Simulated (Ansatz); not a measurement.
# AlCo (Pm) in Ansatz: convergence with wavefunction cutoff

Aim: find how far wavefunction cutoff must go before the results for AlCo settle, at PBE. This setting moves, with any that are tied to it; all else stays.

Program: Ansatz 0.2.0. These are calculated values, not measurements. Logs are shortened: lines on timing, memory, paths and dates and some standing lists are left out, and cuts for length are marked.

## (1) The cell of the first run

The typed cell holds 2 atoms: a = 2.819 Å, b = 2.819 Å, c = 2.819 Å, α = 90.00°, β = 90.00°, γ = 90.00°.

The cell is a database's computed one.

The cell isn't the ideal one: atoms moved at random, drawn with an rms of 0.05 Å.

## (2) With wavefunction cutoff 200 eV

input.yaml reads:

```yaml
crystal:
  lattice:
    - [2.81940321, 0.0, 0.0]
    - [0.0, 2.81940321, 0.0]
    - [0.0, 0.0, 2.81940321]
  atoms:
    - { symbol: Co, position: [0.518825, 0.493505, 0.498767], spin: 2.0 }
    - { symbol: Al, position: [-0.008945, -0.006418, -0.002134] }
hamiltonian:
  xc: pbe
  pseudopotentials: { kind: paw }
magnetization:
  spin_polarized: true
kpoints:
  mp_grid: { grid: [7, 7, 7] }
scf:
  occupations: { method: gaussian, width: 0.1 }
output:
  forces: true
  stress: true
  eigenvalues: true
basis:
  ecutwfc: "200 eV"
```

Potentials or basis: Ansatz PAW.

Started as:

```
ansatz run input.yaml --threads 2 --pin off --max-ram 5632MiB --backend cpu --events-out ev --progress --plain --runs-dir out
```

Run time: 11 s. Hardware: 2 threads of Intel Xeon at 2.50GHz (Skylake/Cascade Lake), shared host; peak memory 0.34 GiB.

What came out:

| Property | Result |
| --- | --- |
| Free energy | -5642.7681 eV |
| Pressure | 23.7 GPa |
| Largest force | 0.916 eV/Å |
| Band gap on the k mesh | none (metal or under the smearing width) |
| Net moment | 0.00 μB per cell |
| Absolute moment | 0.00 μB per cell |

## (3) With wavefunction cutoff 250 eV

input.yaml, as its differences from that of step 2:

```diff
@@ -22,2 +22,2 @@
 basis:
-  ecutwfc: "200 eV"
+  ecutwfc: "250 eV"
```

Potentials or basis: Ansatz PAW.

Started as:

```
ansatz run input.yaml --threads 2 --pin off --max-ram 5632MiB --backend cpu --events-out ev --progress --plain --runs-dir out
```

Run time: 11 s. Hardware: 2 threads of Intel Xeon at 2.50GHz (Skylake/Cascade Lake), shared host; peak memory 0.36 GiB.

Results:

```
Free energy            : -5660.6837 eV
Pressure               : 6.7 GPa
Largest force          : 0.473 eV/Å
Band gap on the k mesh : none (metal or under the smearing width)
Net moment             : 0.00 μB per cell
Absolute moment        : 0.00 μB per cell
```

## (4) With wavefunction cutoff 300 eV

input.yaml, as its differences from that of step 3:

```diff
@@ -22,2 +22,2 @@
 basis:
-  ecutwfc: "250 eV"
+  ecutwfc: "300 eV"
```

Started as:

```
ansatz run input.yaml --threads 2 --pin off --max-ram 5632MiB --backend cpu --events-out ev --progress --plain --runs-dir out
```

Wall time 13 s (2 threads of Intel Xeon at 2.50GHz (Skylake/Cascade Lake), shared host); peak memory 0.38 GiB.

Results:

```
Free energy            : -5664.1583 eV
Pressure               : 7.9 GPa
Largest force          : 0.607 eV/Å
Band gap on the k mesh : none (metal or under the smearing width)
Net moment             : 0.00 μB per cell
Absolute moment        : 0.00 μB per cell
```

## (5) With wavefunction cutoff 350 eV

input.yaml, as its differences from that of step 4:

```diff
@@ -22,2 +22,2 @@
 basis:
-  ecutwfc: "300 eV"
+  ecutwfc: "350 eV"
```

Started as:

```
ansatz run input.yaml --threads 2 --pin off --max-ram 5632MiB --backend cpu --events-out ev --progress --plain --runs-dir out
```

Wall time 15 s (2 threads of Intel Xeon at 2.50GHz (Skylake/Cascade Lake), shared host); peak memory 0.41 GiB.

Results:

```yaml
Free_energy: -5664.7510 eV
Pressure: 7.3 GPa
Largest_force: 0.646 eV/Å
Band_gap_on_the_k_mesh: none (metal or under the smearing width)
Net_moment: 0.00 μB per cell
Absolute_moment: 0.00 μB per cell
```

## (6) With wavefunction cutoff 400 eV

input.yaml, as its differences from that of step 5:

```diff
@@ -22,2 +22,2 @@
 basis:
-  ecutwfc: "350 eV"
+  ecutwfc: "400 eV"
```

Potentials or basis: Ansatz PAW.

Started as:

```
ansatz run input.yaml --threads 2 --pin off --max-ram 5632MiB --backend cpu --events-out ev --progress --plain --runs-dir out
```

Wall time 18 s (2 threads of Intel Xeon at 2.50GHz (Skylake/Cascade Lake), shared host); peak memory 0.43 GiB.

It converged, with:

```
Free energy            : -5664.8029 eV
Pressure               : 7.0 GPa
Largest force          : 0.641 eV/Å
Band gap on the k mesh : none (metal or under the smearing width)
Net moment             : 0.00 μB per cell
Absolute moment        : 0.00 μB per cell
```

## (7) With wavefunction cutoff 450 eV

input.yaml, as its differences from that of step 6:

```diff
@@ -22,2 +22,2 @@
 basis:
-  ecutwfc: "400 eV"
+  ecutwfc: "450 eV"
```

Started as:

```
ansatz run input.yaml --threads 2 --pin off --max-ram 5632MiB --backend cpu --events-out ev --progress --plain --runs-dir out
```

Wall time 21 s (2 threads of Intel Xeon at 2.50GHz (Skylake/Cascade Lake), shared host); peak memory 0.45 GiB.

The run converged. Its results:

```
Free energy            : -5664.8061 eV
Pressure               : 7.0 GPa
Largest force          : 0.640 eV/Å
Band gap on the k mesh : none (metal or under the smearing width)
Net moment             : 0.00 μB per cell
Absolute moment        : 0.00 μB per cell
```

## (8) With wavefunction cutoff 500 eV

input.yaml, as its differences from that of step 7:

```diff
@@ -22,2 +22,2 @@
 basis:
-  ecutwfc: "450 eV"
+  ecutwfc: "500 eV"
```

Started as:

```
ansatz run input.yaml --threads 2 --pin off --max-ram 5632MiB --backend cpu --events-out ev --progress --plain --runs-dir out
```

Wall time 24 s (2 threads of Intel Xeon at 2.50GHz (Skylake/Cascade Lake), shared host); peak memory 0.47 GiB.

Results (log left out):

```yaml
Free_energy: -5664.8075 eV
Pressure: 7.0 GPa
Largest_force: 0.640 eV/Å
Band_gap_on_the_k_mesh: none (metal or under the smearing width)
Net_moment: 0.00 μB per cell
Absolute_moment: 0.00 μB per cell
```

## (9) With wavefunction cutoff 600 eV

input.yaml, as its differences from that of step 8:

```diff
@@ -22,2 +22,2 @@
 basis:
-  ecutwfc: "500 eV"
+  ecutwfc: "600 eV"
```

Potentials or basis: Ansatz PAW.

Started as:

```
ansatz run input.yaml --threads 2 --pin off --max-ram 5632MiB --backend cpu --events-out ev --progress --plain --runs-dir out
```

Wall time 28 s (2 threads of Intel Xeon at 2.50GHz (Skylake/Cascade Lake), shared host); peak memory 0.51 GiB.

It converged, with:

```
Free energy            : -5664.8085 eV
Pressure               : 7.0 GPa
Largest force          : 0.640 eV/Å
Band gap on the k mesh : none (metal or under the smearing width)
Net moment             : 0.00 μB per cell
Absolute moment        : 0.00 μB per cell
```

## (10) With wavefunction cutoff 800 eV

input.yaml, as its differences from that of step 9:

```diff
@@ -22,2 +22,2 @@
 basis:
-  ecutwfc: "600 eV"
+  ecutwfc: "800 eV"
```

Potentials or basis: Ansatz PAW.

Started as:

```
ansatz run input.yaml --threads 2 --pin off --max-ram 5632MiB --backend cpu --events-out ev --progress --plain --runs-dir out
```

The program printed:

```text
Warning: RAYON_NUM_THREADS=2 ignored (pool sized by the plan → 2); use --threads N
Engine: ansatz 0.2.0, x86_64-unknown-linux-gnu
Pseudopotentials: kind: paw
Pseudopotential: Co, paw, valence charge 17, recommended cutoff 420 eV (normal), Co.paw.azcp
Pseudopotential: Al, paw, valence charge 3, recommended cutoff 420 eV (normal), Al.paw.azcp
Functional definition: PBE
  parameter kappa = 0.804
  parameter beta = 0.06672455060314922
  exchange = pbe_x(kappa = kappa, mu = beta*pi^2/3)
  correlation = pbe_c(beta = beta)
Crystal: 2 atoms, lattice volume = 22.412 Å³
Basis set: ecut = 800 eV, 1189 PW (Γ), exchange–correlation on 54×54×54 points (8 copies of the dense FFT grid, shifted against one another)
Bands: 15, of which v1, the nominal top of the filled ones, is band 10 counted from 1 (9 counted from 0)
Symmetry: 1 space group operations
Space group: P1 (ITA 1), of the structure as read, at distance tolerance 2.8e-5 Å
Magnetic group: BNS 1.1 (UNI 1), of the structure as read, at distance tolerance 2.8e-5 Å
k-points: 172 of 343 (time reversal used)
Non-local potential: Co, projectors of the file, l = 0: 3, l = 1: 2, l = 2: 3, l = 3: 1
Non-local potential: Al, projectors of the file, l = 0: 2, l = 1: 2, l = 2: 1
PAW form: soft (Blöchl's): semilocal exchange-correlation on the pseudo side does not see the compensation charge
PAW one-centre angular grid: Co, 590 points (default); XC on 64 Gauss nodes
PAW one-centre angular grid: Al, 110 points (default); XC on 64 Gauss nodes
Initial density: superposition of atomic densities (chi_scale 0.1, normalization cell)
Starting moments: Σ|m| = 2 μB on 1 of 2 sites
Initial wavefunctions: pseudopotential atomic-orbital guess
Functional: x = pbe(κ = 0.804, μ = 0.2195149727645171), c = pbe(β = 0.06672455060314922)
SCF iter   1: F=—  HF=-5664.417191 eV  |F-HF|=—  |Δ(HF+E_count)|=         —  Δρ=2.38e-1 (↑2.38e-1 ↓1.32e-1)  dr2=1.81e0  dr2_m=6.81e0  M=0.041 μB ∫|m|=0.164 μB  β_m=0.30  ethr=3.10e-3  ⟨swp⟩=4.2  Hψ=23171  notcnv=0
Mixer restart at iter 1: flushing history
preconditioner: auto → none  [metal: Δε(μ)=0.070 eV  Ē_g=9.381 eV  σ=0.100 eV  W_gap=0.34  n_scr=6 (ndim 8)  ℏωp=27.2 eV  f_vac=0.000  D(μ)=0.40/eV (n_scr^D=0)  sad-step TF]
SCF iter   2: F=—  HF=-5663.491444 eV  |F-HF|=—  |Δ(HF+E_count)|=   9.26e-1  Δρ=1.35e-1 (↑1.22e-1 ↓1.35e-1)  dr2=2.19e-1  dr2_m=3.33e0  M=0.047 μB ∫|m|=0.168 μB  β_m=0.54  ethr=3.10e-3  ⟨swp⟩=2.4  Hψ=11653  notcnv=0  defer=245
SCF iter   3: F=—  HF=-5666.362518 eV  |F-HF|=—  |Δ(HF+E_count)|=    2.87e0  Δρ=1.52e-1 (↑1.52e-1 ↓7.74e-2)  dr2=7.12e0  dr2_m=3.06e-1  M=0.027 μB ∫|m|=0.095 μB  β_m=0.41  ethr=1.09e-3  ⟨swp⟩=3.9  Hψ=14158  notcnv=0  defer=231
SCF iter   4: F=—  HF=-5664.728073 eV  |F-HF|=—  |Δ(HF+E_count)|=    1.63e0  Δρ=1.69e-2 (↑4.79e-3 ↓1.69e-2)  dr2=6.38e-2  dr2_m=7.81e-3  M=0.015 μB ∫|m|=0.053 μB  β_m=0.71  ethr=1.09e-3  ⟨swp⟩=3.1  Hψ=14206  notcnv=0  defer=218
SCF iter   5: F=—  HF=-5664.808800 eV  |F-HF|=—  |Δ(HF+E_count)|=   8.07e-2  Δρ=1.69e-2 (↑1.31e-2 ↓1.69e-2)  dr2=1.28e-1  dr2_m=7.37e-4  M=0.007 μB ∫|m|=0.028 μB  β_m=0.85  ethr=3.19e-4  ⟨swp⟩=3.0  Hψ=12669  notcnv=0  defer=190
SCF iter   6: F=—  HF=-5664.809082 eV  |F-HF|=—  |Δ(HF+E_count)|=   2.82e-4  Δρ=4.32e-3 (↑4.32e-3 ↓3.48e-3)  dr2=9.75e-3  dr2_m=3.82e-5  M=0.001 μB ∫|m|=0.003 μB  β_m=0.75  ethr=3.19e-4  ⟨swp⟩=2.2  Hψ=8901  notcnv=0  defer=190
SCF iter   7: F=—  HF=-5664.809317 eV  |F-HF|=—  |Δ(HF+E_count)|=   2.35e-4  Δρ=1.33e-3 (↑1.33e-3 ↓6.07e-4)  dr2=5.09e-4  dr2_m=2.86e-5  M=0.001 μB ∫|m|=0.004 μB  β_m=0.87  ethr=4.87e-5  ⟨swp⟩=1.6  Hψ=7977  notcnv=0  defer=190
SCF iter   8: F=—  HF=-5664.809297 eV  |F-HF|=—  |Δ(HF+E_count)|=   1.99e-5  Δρ=2.84e-4 (↑2.84e-4 ↓8.23e-5)  dr2=9.72e-6  dr2_m=6.49e-6  M=0.001 μB ∫|m|=0.002 μB  β_m=0.92  ethr=2.55e-6  ⟨swp⟩=1.8  Hψ=6161  notcnv=0  defer=190
SCF iter   9: F=—  HF=-5664.809299 eV  |F-HF|=—  |Δ(HF+E_count)|=   1.75e-6  Δρ=7.35e-5 (↑7.35e-5 ↓3.37e-5)  dr2=2.47e-6  dr2_m=1.09e-7  M=0.000 μB ∫|m|=0.000 μB  β_m=0.88  ethr=4.86e-8  ⟨swp⟩=2.1  Hψ=7454  notcnv=0  defer=190
SCF iter  10: F=—  HF=-5664.809299 eV  |F-HF|=—  |Δ(HF+E_count)|=   2.78e-7  Δρ=2.52e-5 (↑2.52e-5 ↓2.08e-5)  dr2=4.06e-7  dr2_m=1.60e-9  M=0.000 μB ∫|m|=0.000 μB  β_m=0.88  ethr=1.23e-8  ⟨swp⟩=1.7  Hψ=6233  notcnv=0  defer=190
SCF iter  11: F=—  HF=-5664.809299 eV  |F-HF|=—  |Δ(HF+E_count)|=   2.97e-8  Δρ=2.84e-6 (↑2.72e-6 ↓2.84e-6)  dr2=1.13e-10  dr2_m=1.52e-9  M=0.000 μB ∫|m|=0.000 μB  β_m=0.87  ethr=2.03e-9  ⟨swp⟩=2.2  Hψ=6564  notcnv=0  defer=190
SCF iter  12: F=—  HF=-5664.809299 eV  |F-HF|=—  |Δ(HF+E_count)|=  6.84e-10  Δρ=4.05e-7 (↑4.05e-7 ↓3.74e-7)  dr2=1.03e-10  dr2_m=1.50e-12  M=0.000 μB ∫|m|=0.000 μB  β_m=0.87  ethr=1.00e-12  ⟨swp⟩=2.7  Hψ=8953  notcnv=0  defer=190
SCF iter  13: F=-5664.809299 eV  HF=-5664.809299 eV  |F-HF|=4.55e-12  |Δ(HF+E_count)|=  1.36e-11  Δρ=8.77e-8 (↑8.77e-8 ↓5.86e-8)  dr2=3.91e-12  dr2_m=6.86e-14  M=-0.000 μB ∫|m|=0.000 μB  ethr=1.00e-12  ⟨swp⟩=3.5  Hψ=15803  notcnv=0
SCF 1 converged in 13 iterations: F = -5664.809299 eV  dr2 = 3.91e-12
WARN: the starting moments were not kept: the SCF closed with an absolute magnetisation of 3.9e-7 μB, where they sum to 2 μB in size (1 site). That is at most 0.1 of that sum. Measured as dr2_m measures the in/out step, that magnetisation stands 1.4e-13 eV from none, at or under the dr2_threshold of 1.0e-7 eV: it is no larger than a step whose dr2_m would equal this threshold. The system may hold no moment; this SCF shows only that its start led to no more than that. To try another start: raise the starting moments (crystal.atoms[].spin, magnetization.per_species, magnetization.initial_magnetization, or on a non-collinear deck that types none of these the spinor_matrix: blocks that start its atoms; where the total moment is fixed, keep their sum and leave initial_magnetization as it is; typed ones take the place of any that the run laid by itself, positive ones on a crystal's lanthanoids without a Hubbard term where scf.initial_density.shell_occupations: [] is typed) or, if the notice of its spin-set hold's release reads "site moments contracting" or "site moments show no strong build", lengthen the hold (scf.mixing.spin_hold: { on: { confirm: 4 } }; for m-r²SCAN on two components see the key's manual first). Each may lead to a state that holds a moment. A second SCF, from the converged charge density, with the starting moments and any scf.initial_density.shell_occupations laid on it anew, would have followed, and was not run: the deck does not ask for one (magnetization.retry_lost_moments is false, the default). To let it run, set magnetization.retry_lost_moments: true and run the deck again, where that key's refused combinations let it; where memory then withholds it, that run's warning says so.
SCF converged after 13 iterations
Magnetization: -0.0000 μB (10.0000 up, 10.0000 down)
Absolute magnetization: 0.0000 μB (∫|ρ↑−ρ↓|, with the PAW one-centre terms)
Spin contamination: 0.0000 ħ² per cell (⟨S²⟩ above its minimum at these occupations)
Per-site moments (μB) at R_I (Å): [(-2.2191108870529555e-7, 0.9882275493705038), (6.335381264756372e-8, 0.9882275493705038)]
Free energy (F): -5664.809299 eV
Harris-Foulkes:  -5664.809299 eV  (|F-HF|=4.55e-12)
Internal energy: -5664.807319 eV  (E = F + TS)
E sigma→0 (E₀):  -5664.808309 eV
Entropy (-TS):   -0.001980 eV (-0.990 meV/atom)
Fermi energy:    15.001653 eV
--- Per-component energies (eV) ---
  E_band       = -274.644931
  E_kinetic    = 485.038625
  E_local      = -3633.044835  (includes V_loc(G=0)·N_el)
  E_nonlocal   = 466.691386
  E_hartree    = 1571.140747
  E_xc         = -201.419263
  E_vxc        = -237.704127  (∫ρ·V_xc dr)
  E_paw        = -1985.585904  (= ΣΔE_a)
  E_vpaw       = -497.907316  (= ΣTr[D̂ρ^β])
  E_aug_tail   = -0.000002  (compensation charges beyond the density's cutoff)
  E_ewald      = -2367.628073
  E_smearing   = -0.001980  (= −TS)
  E_closure    = -0.000000  (closes the sum)
  Σ components = -5664.809299   (vs F -5664.809299, Δ=0.00e0)
--- Forces (eV/Å), atoms counted from 1 ---
  atom   1  Co    -0.64009257     0.00180881    -0.02116491
  atom   2  Al     0.64009238    -0.00180880     0.02116491
  max |Σ_I F_I| component: 1.93e-7 eV/Å
--- Stress (GPa, compression-positive) ---
        6.718631      -0.003206       0.037511
       -0.003206       7.096326      -0.000106
        0.037511      -0.000106       7.095920
  P = ⅓ Tr σ = 6.9703 GPa (69.703 kbar)
--- Band table (eV; the first three rows and the last of 344) ---
  k-point 0 ↑: bands = ["-79.7583", "-43.0517", "-43.0517", "-43.0471", "3.7308", "11.9061", "11.9151", "14.1488", "14.1569", "14.1569", "21.1556", "21.1583", "21.1585", "23.8852", "23.8946"]
  k-point 1 ↑: bands = ["-79.7576", "-43.0609", "-43.0510", "-43.0464", "4.1257", "11.8467", "12.0214", "13.9466", "13.9563", "14.1792", "18.6529", "21.6939", "21.7019", "23.8267", "26.0791"]
  k-point 2 ↑: bands = ["-79.7561", "-43.0815", "-43.0494", "-43.0448", "5.2803", "11.1925", "12.2782", "13.5486", "13.5602", "14.2286", "16.1548", "23.0994", "23.1032", "23.6592", "28.0840"]
  k-point 171 ↓: bands = ["-79.7536", "-43.0915", "-43.0564", "-43.0562", "7.7336", "9.8557", "12.5820", "12.9130", "13.5518", "13.8879", "15.3853", "21.6269", "23.0823", "24.1522", "25.4591"]
```

Run time: 37 s. Hardware: 2 threads of Intel Xeon at 2.50GHz (Skylake/Cascade Lake), shared host; peak memory 0.61 GiB.

Results:

| Item | Value |
| --- | --- |
| Free energy | -5664.8093 eV |
| Pressure | 7.0 GPa |
| Largest force | 0.640 eV/Å |
| Band gap on the k mesh | none (metal or under the smearing width) |
| Net moment | 0.00 μB per cell |
| Absolute moment | 0.00 μB per cell |

## (11) Summary

```tsv
wavefunction cutoff	energy less the tightest run, at zero smearing (meV/atom)	pressure (GPa)	largest force (eV/Å)	SCF cycles	CPU time (s)	peak memory (GiB)
200 eV	11022.08	23.72	0.916	13	20	0.34
250 eV	2063.02	6.72	0.473	11	20	0.36
300 eV	325.51	7.95	0.607	12	24	0.38
350 eV	29.14	7.29	0.646	11	27	0.41
400 eV	3.20	6.97	0.641	12	33	0.43
450 eV	1.61	6.98	0.640	13	38	0.45
500 eV	0.92	6.98	0.640	13	44	0.47
600 eV	0.39	6.97	0.640	13	51	0.51
800 eV	0.00	6.97	0.640	13	68	0.61
```

Against the tightest run, the energy stays within 1 meV/atom from 500 eV on; the pressure stays within 0.1 GPa from 400 eV on; the largest force stays within 0.005 eV/Å from 400 eV on. The tightest run that finished is the yardstick and may itself not be fully converged.

Caveats: the starting moments collapsed, and a magnetic state may lie lower; the starting moments weren't kept.
